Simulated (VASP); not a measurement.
# K (P6_3/mmc) in VASP: single point with PBEsol

Aim: the single point of K with PBEsol.

All numbers are computed with VASP 6.6.1; they aren't measurements. Logs are shortened: lines on timing, memory, paths and dates and some standing lists are left out, and cuts for length are marked.

**1. The structure**

It takes space group P6_3/mmc (No. 194, hexagonal). The conventional cell has a = 4.762 Å, b = 4.762 Å, c = 7.830 Å, α = 90.00°, β = 90.00°, γ = 120.00°.

This isn't the form of K at room conditions, which is bcc.

**2. Single point, PBEsol**

File INCAR:

```
PREC = Accurate
ENCUT = 520
EDIFF = 1E-7
ISMEAR = 0
SIGMA = 0.15
LREAL = F
LASPH = T
NELM = 100
ALGO = Fast
ISIF = 2
LWAVE = F
LCHARG = T
GGA = PS
LELF = T
LVHAR = T
NBANDS = 16
```

File KPOINTS:

```
regular mesh
0
Gamma
  12 12 6
```

File POSCAR:

```
K
1.0
    4.7623960204      0.0000000000      0.0000000000
   -2.3811980102      4.1243559365      0.0000000000
    0.0000000000      0.0000000000      7.8299713200
K
2
Direct
    0.3333333333      0.6666666667      0.2500000000
    0.6666666667      0.3333333333      0.7500000000
```

Potentials or basis: VASP PAW PBE potentials, release 64 (K_sv).

Command:

```sh
cat potpaw_PBE.64/K_sv/POTCAR > POTCAR
mpirun -np 1 vasp_std > vasp.out
```

OUTCAR:

```text
PREC = Accurate
   ENCUT = 520
   EDIFF = 1E-7
   ISMEAR = 0
   LREAL = F
   LASPH = T
   NELM = 100
   ISIF = 2
   GGA = PS

 ion  position               nearest neighbor table
   1  0.333  0.667  0.250-
   2  0.667  0.333  0.750-

  LATTYP: Found a hexagonal cell.
 ALAT       =     4.7623960204
 C/A-ratio  =     1.6441243623

  Lattice vectors:

 A1 = (   4.7623960204,   0.0000000000,   0.0000000000)
 A2 = (  -2.3811980102,   4.1243559365,   0.0000000000)
 A3 = (   0.0000000000,   0.0000000000,   7.8299713200)

Analysis of symmetry for initial positions (statically):
=====================================================================
 Subroutine PRICEL returns:
 Original cell was already a primitive cell.

 Routine SETGRP: Setting up the symmetry group for a
 hexagonal supercell.

 Subroutine GETGRP returns: Found 24 space group operations
 (whereof 12 operations were pure point group operations)
 out of a pool of 24 trial point group operations.

The static configuration has the point symmetry D_3d.
 The point group associated with its full space group is D_6h.

Analysis of symmetry for dynamics (positions and initial velocities):
=====================================================================
 Subroutine PRICEL returns:
 Original cell was already a primitive cell.

 Routine SETGRP: Setting up the symmetry group for a
 hexagonal supercell.

 Subroutine GETGRP returns: Found 24 space group operations
 (whereof 12 operations were pure point group operations)
 out of a pool of 24 trial point group operations.

The dynamic configuration has the point symmetry D_3d.
 The point group associated with its full space group is D_6h.

 Subroutine INISYM returns: Found 24 space group operations
 (whereof 12 operations are pure point group operations),
 and found     1 'primitive' translations

----------------------------------------------------------------------------------------

                                     Primitive cell

  volume of cell :     153.7949

  direct lattice vectors                    reciprocal lattice vectors
     4.762396020  0.000000000  0.000000000     0.209978338  0.121231050  0.000000000
    -2.381198010  4.124355936  0.000000000     0.000000000  0.242462100  0.000000000
     0.000000000  0.000000000  7.829971320     0.000000000  0.000000000  0.127714389

  length of vectors
     4.762396020  4.762396020  7.829971320     0.242462100  0.242462100  0.127714389

  position of ions in fractional coordinates (direct lattice)
     0.333333333  0.666666667  0.250000000
     0.666666667  0.333333333  0.750000000

  ion indices of the primitive-cell ions
   primitive index   ion index
                 1           1
                 2           2

----------------------------------------------------------------------------------------

 KPOINTS: regular mesh

Automatic generation of k-mesh.
 Grid dimensions read from file:
 generate k-points for:   12   12    6

 Generating k-lattice:

  Cartesian coordinates                     Fractional coordinates (reciprocal lattice)
     0.017498195  0.010102587  0.000000000     0.083333333  0.000000000  0.000000000
     0.000000000  0.020205175  0.000000000     0.000000000  0.083333333  0.000000000
     0.000000000  0.000000000  0.021285731     0.000000000  0.000000000  0.166666667

  Length of vectors
     0.020205175  0.020205175  0.021285731

  Shift w.r.t. Gamma in fractional coordinates (k-lattice)
     0.000000000  0.000000000  0.000000000

 Subroutine IBZKPT returns following result:
 ===========================================

 Found     76 irreducible k-points:

 Following reciprocal coordinates:
            Coordinates               Weight
  0.000000  0.000000  0.000000      1.000000
  0.083333  0.000000  0.000000      6.000000
  0.166667 -0.000000  0.000000      6.000000
  0.250000  0.000000  0.000000      6.000000
  0.333333 -0.000000  0.000000      6.000000
  0.416667  0.000000  0.000000      6.000000
[... 16 lines left out ...]
  0.250000  0.000000  0.166667     12.000000
  0.333333 -0.000000  0.166667     12.000000
 [... further k-points ...]
   k-points           NKPTS =     76   k-points in BZ     NKDIM =     76   number of bands    NBANDS=     16
   number of dos      NEDOS =    301   number of ions     NIONS =      2
   total plane-waves  NPLWV =  77760
   dimension x,y,z NGX =    36 NGY =   36 NGZ =   60
   dimension x,y,z NGXF=    72 NGYF=   72 NGZF=  120
   ions per type =               2
   NGX,Y,Z   is equivalent  to a cutoff of  12.57, 12.57, 12.74 a.u.
   NGXF,Y,Z  is equivalent  to a cutoff of  25.13, 25.13, 25.48 a.u.
 SYSTEM =  unknown system
   PREC   = accura    normal or accurate (medium, high low for compatibility)
   ISTART =      0    job   : 0-new  1-cont  2-samecut
   ICHARG =      2    charge: 1-file 2-atom 10-const
   ISPIN  =      1    spin polarized calculation?
   LNONCOLLINEAR =      F non collinear calculations
   LSORBIT =      F    spin-orbit coupling
   LASPH  =      T    aspherical Exc in radial PAW
   ENCUT  =  520.0 eV  38.22 Ry    6.18 a.u.   8.85  8.85 14.56*2*pi/ulx,y,z
   NELM   =    100;   NELMIN=  2; NELMDL= -5     # of ELM steps
   EDIFF  = 0.1E-06   stopping-criterion for ELM
   LREAL  =      F    real-space projection
   EDIFFG = 0.1E-05   stopping-criterion for IOM
   NSW    =      0    number of steps for IOM
   IBRION =     -1    ionic relax: 0-MD 1-quasi-New 2-CG
   NFREE  =      0    steps in history (QN), initial steepest desc. (CG)
   ISIF   =      2    stress and relaxation
   ISYM   =      2    0-nonsym 1-usesym 2-fastsym
   POTIM  = 0.5000    time-step for ionic-motion
   TEBEG  =    0.0;   TEEND  =   0.0 temperature during run
   PSTRESS=    0.0 pullay stress
   NELECT =      18.0000    total number of electrons
   NUPDOWN=      -1.0000    fix difference up-down
   EMIN   =  10.00;   EMAX   =-10.00  energy-range for DOS
   EFERMI =   0.00;   METHOD = LEGACY
   ISMEAR =     0;   SIGMA  =   0.15  broadening in eV -4-tet -1-fermi 0-gaus
   EFERMI_NEDOS =   21; number of points for ismear=-14 and -15
   IALGO  =     68    algorithm
   IMIX   =      4    mixing-type and parameters
     AMIX     =   0.40;   BMIX     =  1.00
     AMIX_MAG =   1.60;   BMIX_MAG =  1.00
  volume/ion in A,a.u.               =      76.90       518.93
  Fermi-wavevector in a.u.,A,eV,Ry     =   0.800790  1.513273  8.724925  0.641264
  Thomas-Fermi vector in A             =   1.908153
   LORBIT       =      0    0 simple, 1 ext, 2 COOP (PROOUT), +10 PAW based schemes
   GGA     = PS    functional components
   LHFCALC =     F    Hartree Fock is set to
   AEXX    =    0.0000 exact exchange contribution
   IVDW    =     0    specifies the selected vdW correction
   LEPSILON=     F    determine dielectric tensor
   LRPA    =     F    only Hartree local field effects (RPA)
 non-spin polarized calculation
 RMM-DIIS sequential band-by-band and
 Gauss-broadening in eV      SIGMA  =   0.15
  energy-cutoff  :      520.00
  volume of cell :      153.79
 maximum number of plane-waves:      4170
 NGX is ok and might be reduce to    36
   NGX = 17   NGY = 17   NGZ = 29

 number of electron      18.0000001 magnetization

 Free energy of the ion-electron system (eV)
  ---------------------------------------------------
  ext. energy  EPLUGINS =         0.00000000
  ---------------------------------------------------
  free energy    TOTEN  =        -2.26768468 eV

  energy without entropy =       -2.25065709  energy(sigma->0) =       -2.25917088

 E-fermi :  -0.2677     XC(G=0):  -5.5863

 val. band max:       -0.2717925556   @ k =   0.3333   0.1667   0.3333
 cond. band min:      -0.1971818894   @ k =   0.3333  -0.0000   0.3333
 fundamental gap:      0.0746106662
 Fermi energy:        -0.2676730818

 k-point     1 :       0.0000    0.0000    0.0000
  band No.  band energies     occupation
      1     -32.2771      2.00000
      2     -32.2741      2.00000
      3     -15.8466      2.00000
      4     -15.7983      2.00000
      5     -15.7983      2.00000
      6     -15.7905      2.00000
[... 8 lines left out ...]
     15       4.1759      0.00000
     16       4.1760      0.00000

 k-point     2 :       0.0833    0.0000    0.0000
  band No.  band energies     occupation
      1     -32.2769      2.00000
      2     -32.2740      2.00000
      3     -15.8453      2.00000
      4     -15.8013      2.00000
      5     -15.7993      2.00000
      6     -15.7936      2.00000
[... 8 lines left out ...]
     15       4.0386      0.00000
     16       4.2537      0.00000

 k-point     3 :       0.1667   -0.0000    0.0000
  band No.  band energies     occupation
      1     -32.2764      2.00000
      2     -32.2738      2.00000
      3     -15.8417      2.00000
      4     -15.8094      2.00000
      5     -15.8019      2.00000
      6     -15.8018      2.00000
[... 8 lines left out ...]
     15       3.9711      0.00000
     16       4.2172      0.00000

 k-point     4 :       0.2500    0.0000    0.0000
  band No.  band energies     occupation
      1     -32.2756      2.00000
      2     -32.2734      2.00000
      3     -15.8363      2.00000
      4     -15.8206      2.00000
      5     -15.8131      2.00000
      6     -15.8051      2.00000
[... 8 lines left out ...]
     15       4.0734      0.00000
     16       4.0810      0.00000
[... 324 lines left out ...]
 k-point    22 :       0.1667   -0.0000    0.1667
  band No.  band energies     occupation
      1     -32.2762      2.00000
      2     -32.2739      2.00000
      3     -15.8389      2.00000
      4     -15.8085      2.00000
      5     -15.8041      2.00000
      6     -15.8011      2.00000
[... 8 lines left out ...]
     15       3.9045      0.00000
     16       4.1914      0.00000

 k-point    23 :       0.2500    0.0000    0.1667
  band No.  band energies     occupation
      1     -32.2755      2.00000
      2     -32.2736      2.00000
      3     -15.8354      2.00000
      4     -15.8186      2.00000
      5     -15.8148      2.00000
      6     -15.8044      2.00000
[... 8 lines left out ...]
     15       4.0103      0.00000
     16       4.1138      0.00000

 k-point    24 :       0.3333   -0.0000    0.1667
  band No.  band energies     occupation
      1     -32.2747      2.00000
      2     -32.2733      2.00000
      3     -15.8363      2.00000
      4     -15.8269      2.00000
      5     -15.8222      2.00000
      6     -15.8076      2.00000
[... 8 lines left out ...]
     15       3.8982      0.00000
     16       4.2406      0.00000

 [... further k-points ...]

------------------------ aborting loop because EDIFF is reached ----------------------------------------

  FORCE on cell =-STRESS in cart. coord.  units (eV):
  Direction    XX          YY          ZZ          XY          YZ          ZX
  --------------------------------------------------------------------------------------
  -------------------------------------------------------------------------------------
  Total       -0.2346136     -0.2346136     -0.2669623      0.0000000      0.0000000     -0.0000000
  in kB       -2.4441166     -2.4441166     -2.7811130      0.0000000      0.0000000     -0.0000000
  external PRESSURE =      -2.5564487 kB  Pullay stress =       0.0000000 kB

 VOLUME and BASIS-vectors are now :
 -----------------------------------------------------------------------------
  energy-cutoff  :      520.00
  volume of cell :      153.79
      direct lattice vectors                 reciprocal lattice vectors
     4.762396020  0.000000000  0.000000000     0.209978338  0.121231050  0.000000000
    -2.381198010  4.124355936  0.000000000     0.000000000  0.242462100  0.000000000
     0.000000000  0.000000000  7.829971320     0.000000000  0.000000000  0.127714389

 POSITION                                       TOTAL-FORCE (eV/Angst)
 -----------------------------------------------------------------------------------
     -0.00000      2.74957      1.95749         0.000000     -0.000000     -0.000000
      2.38120      1.37479      5.87248        -0.000000      0.000000      0.000000
 -----------------------------------------------------------------------------------
    total drift:                               -0.000000      0.000000     -0.000000

  FREE ENERGIE OF THE ION-ELECTRON SYSTEM (eV)
  ---------------------------------------------------
  free  energy   TOTEN  =        -2.2676846823 eV

  energy  without entropy=       -2.2506570870  energy(sigma->0) =       -2.25917088
```

It took 4.8 min on 1 thread of AMD EPYC 7R13 (Zen 3), shared host; peak memory 0.31 GiB.

Results:

```
Free energy            : -2.2677 eV
Pressure               : -0.3 GPa
Band gap on the k mesh : none (metal or under the smearing width)
```

Caveat: the PAW data sets were made with another functional, which shifts forces and pressure a little.
